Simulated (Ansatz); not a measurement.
In doubt: masses and optical values from hybrid runs of this build are listed as unsure (in some of the runs), which bears on the screening that GW takes from such a start.

The crystal is CdTe (F-43m).

```xyz
2
Lattice="0.0000 3.2400 3.2400 3.2400 0.0000 3.2400 3.2400 3.2400 0.0000" Properties=species:S:1:pos:R:3 pbc="T T T"
Cd    0.0000    0.0000    0.0000
Te    1.6200    1.6200    1.6200
```

The cell and positions come from the Crystallography Open Database and are kept as given unless a step says otherwise. Spin-orbit coupling is left out unless a run names it. PAW set soft_2, made with PBE.

Gaps computed with Ansatz 0.2.0 without a self-energy: HSE06 1.65 eV, r2SCAN 1.28 eV and PBE0 2.29 eV.

Q: Estimate the G0W0@HSE06 gap with 4×4×4 mesh, 203 empty bands, screening to 120 eV, default PAW files.

About 1.90 eV: on its mesh the run moves the gap from 1.65 eV by +0.25 eV. Among the scalar-relativistic levels given, HSE06 is nearest (−0.25 eV). Bands and cutoff are finite, so the gap is not at the basis limit. The miss can reach some tenths of an eV and take either sign; the mesh is an error of its own. The many-body steps are scalar-relativistic: spin-orbit coupling is not in them.

[Paths, hosts, dates, memory and timing lines, banners, echoed tables and standing remarks are left out of the program output.]

[Logs are printed without paths, hosts, clocks, repeated set-up lines and the standing remarks that a program may print on its own settings, such as how far it seeks lower states.]

[Runs of the session that timed out or met a known fault of the program may be left out.]

[Cells called generated may have been cut or substituted from an entry of the Crystallography Open Database or the Materials Project.]

[Hosts, paths, dates, database ids (printed as entryN), source tags and the programs' standing remarks are cut or masked in the printed files.]
